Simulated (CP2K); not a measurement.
# Au (Im-3m) in CP2K: settings compared, part 2 of 2

CP2K 2026.2.

## 4. Atomic charges, PBEsol

au_charges.inp

```
&GLOBAL
  PROJECT au_charges
  RUN_TYPE ENERGY_FORCE
  PRINT_LEVEL LOW
&END GLOBAL
&FORCE_EVAL
  METHOD QS
  STRESS_TENSOR ANALYTICAL
  &DFT
    BASIS_SET_FILE_NAME BASIS_MOLOPT_UZH
    POTENTIAL_FILE_NAME POTENTIAL_UZH
    &MGRID
      CUTOFF 700
      REL_CUTOFF 60
      NGRIDS 5
    &END MGRID
    &QS
      METHOD GPW
      EPS_DEFAULT 1.0E-9
    &END QS
    &KPOINTS
      SCHEME MONKHORST-PACK 11 11 11
      GAMMA_CENTERED T
      SYMMETRY T
      SYMMETRY_BACKEND SPGLIB
    &END KPOINTS
    &SCF
      SCF_GUESS ATOMIC
      EPS_SCF 1.0E-6
      MAX_SCF 100
      ADDED_MOS 11
      CHOLESKY OFF
      EPS_EIGVAL 1.0E-7
      &DIAGONALIZATION ON
        ALGORITHM STANDARD
      &END DIAGONALIZATION
      &MIXING ON
        METHOD BROYDEN_MIXING
        ALPHA 0.4
        BETA 1.5
        NBUFFER 8
      &END MIXING
      &SMEAR ON
        METHOD FERMI_DIRAC
        ELECTRONIC_TEMPERATURE 580.23
      &END SMEAR
    &END SCF
    &XC
      &XC_FUNCTIONAL
        &GGA_X_PBE_SOL
        &END GGA_X_PBE_SOL
        &GGA_C_PBE_SOL
        &END GGA_C_PBE_SOL
      &END XC_FUNCTIONAL
    &END XC
    &PRINT
      &KPOINTS ON
      &END KPOINTS
      &MULLIKEN ON
      &END MULLIKEN
      &MO ON
        ENERGIES T
        OCCUPATION_NUMBERS T
        &EACH
          QS_SCF 0
        &END EACH
        ADD_LAST NUMERIC
      &END MO
      &LOWDIN ON
      &END LOWDIN
      &HIRSHFELD ON
        SHAPE_FUNCTION DENSITY
      &END HIRSHFELD
      &VORONOI ON
        VORONOI_RADII COVALENT
      &END VORONOI
    &END PRINT
  &END DFT
  &SUBSYS
    &CELL
      ABC 2.8704741098 2.8704741099 2.8704741098
      ALPHA_BETA_GAMMA 109.4712206344 109.4712206350 109.4712206348
      PERIODIC XYZ
    &END CELL
    &COORD
      SCALED
      Au  0.0000000000 0.0000000000 0.0000000000
    &END COORD
    &KIND Au
      BASIS_SET TZVP-MOLOPT-PBE-GTH-q11
      POTENTIAL GTH-PBE-q11
    &END KIND
    &PRINT
      &ATOMIC_COORDINATES ON
      &END ATOMIC_COORDINATES
      &CELL ON
      &END CELL
    &END PRINT
  &END SUBSYS
  &PRINT
    &FORCES ON
    &END FORCES
    &STRESS_TENSOR ON
    &END STRESS_TENSOR
  &END PRINT
&END FORCE_EVAL
```

Potentials or basis: POTENTIAL_UZH Au GTH-PBE-q11; TZVP-MOLOPT-PBE-GTH basis.

On the command line:

```console
$ OMP_NUM_THREADS=1 cp2k.psmp -i au_charges.inp -o au_charges.out
```

au_charges.out:

```text

 CP2K| version string:                                       CP2K version 2026.2
 CP2K| Input file name                                            au_charges.inp

 GLOBAL| Force Environment number                                              1
 GLOBAL| Basis set file name                                    BASIS_MOLOPT_UZH
 GLOBAL| Potential file name                                       POTENTIAL_UZH
 GLOBAL| MM Potential file name                                     MM_POTENTIAL
 GLOBAL| Coordinate file name                                      __STD_INPUT__
 GLOBAL| Method name                                                        CP2K
 GLOBAL| Project name                                                 au_charges
 GLOBAL| Run type                                                   ENERGY_FORCE
 GLOBAL| FFT library                                                       FFTW3
 GLOBAL| Diagonalization library                                       ScaLAPACK
 GLOBAL| Cholesky decomposition library                                ScaLAPACK
 GLOBAL| DGEMM library                                                      BLAS
 GLOBAL| Direct generalized diagonalization requested                          F
 GLOBAL| Matrix multiplication library                                 ScaLAPACK
[... 520 lines left out ...]
 LOWDIN POPULATION ANALYSIS

 #  Atom  Element  Kind  Atomic population                           Net charge
       1     Au       1         11.000000                              0.000000
 # Total charge                             11.000000                  0.000000

 ENERGY| Total FORCE_EVAL ( QS ) energy [hartree]            -33.088759711282627

 FORCES| Atomic forces [hartree/bohr]
 FORCES|   Atom     x               y               z               |f|
 FORCES|      1  3.02230949E-15 -7.41806337E-15 -1.30268921E-14   1.52925451E-14
 FORCES| Sum     3.02230949E-15 -7.41806337E-15 -1.30268921E-14
 FORCES| Total atomic force                                       1.52925451E-14

 STRESS| Analytical stress tensor [bar]
 STRESS|                        x                   y                   z
 STRESS|      x       -3.90338303318E+04  -3.36057065282E-01   5.47135051269E-01
 STRESS|      y       -3.36057065282E-01  -3.90276616916E+04   7.60057907995E-01
 STRESS|      z        5.47135051269E-01   7.60057907995E-01  -3.90297923203E+04
 STRESS| 1/3 Trace                                            -3.90304281146E+04
 STRESS| Determinant                                          -5.94579514201E+13

 STRESS| Eigenvectors and eigenvalues of the analytical stress tensor [bar]
 STRESS|                        1                   2                   3
 STRESS| Eigenvalues  -3.90339336817E+04  -3.90299360589E+04  -3.90274146032E+04
 STRESS|      x           0.987179761469      0.157730084892     -0.024440516874
 STRESS|      y           0.070261658409     -0.291943469979      0.953851303765
 STRESS|      z          -0.143315797813      0.943339933776      0.299283062402
```

voronoi:

```text
 1
# Step        0,  Time       0.0000 fs
# Cell         2.8704741098        0.0000000000        0.0000000000       -0.9568247033        2.7063089444        0.0000000000       -0.9568247033       -1.3531544722        2.3437322963
# Atom     Z              Radius         Position(X)         Position(Y)         Position(Z)      Voronoi_Volume              Z(eff)              Charge           Dipole(X)           Dipole(Y)           Dipole(Z)     ChargeCenter(X)     ChargeCenter(Y)     ChargeCenter(Z)      Quadrupole(XX)      Quadrupole(XY)      Quadrupole(XZ)      Quadrupole(YX)      Quadrupole(YY)      Quadrupole(YZ)      Quadrupole(ZX)      Quadrupole(ZY)      Quadrupole(ZZ)
     1    79        1.4400000000        0.0000000000        0.0000000000        0.0000000000       18.2070262067       11.0000000000        0.0000000032        0.3062812528        1.1975422548       -0.8572301686       -0.0002784375       -0.0010886748        0.0007793002       -0.0337992418       -0.0000001692        0.0000000231       -0.0000001692       -0.0337990299        0.0000000930        0.0000000231        0.0000000930       -0.0337993492
```

Wall time 84 s (1 thread of Arm Neoverse V2, shared host); peak memory 0.3 GiB.

Results:

* Free energy: -900.3909 eV
* Pressure: -3.9 GPa
* Band gap on the k mesh: none (metal or under the smearing width)

Caveat: the potentials were made for another functional, which shifts forces and pressure; the basis of atomic orbitals isn't converged, which shifts pressures, moduli and gaps. The run has no spin-orbit coupling, so splittings on Au are missing.

## 5. The runs side by side

| level | gap on the mesh (eV) | pressure (GPa) |
| --- | --- | --- |
| PBE | none | 3.0 |
| LDA | none | -6.2 |
| PBEsol | none | -3.9 |

Alike in all rows: task atomic charges; potentials or basis POTENTIAL_UZH Au GTH-PBE-q11; TZVP-MOLOPT-PBE-GTH basis; no spin polarisation; cell as given; k mesh 11 × 11 × 11; smearing fermi-dirac 0.05 eV.

Caveats: the basis of atomic orbitals isn't converged, which shifts pressures, moduli and gaps; the potentials were made for another functional, which shifts forces and pressure (some runs).

Total energies depend on the potentials used, so only differences within one code and one set of settings carry meaning.
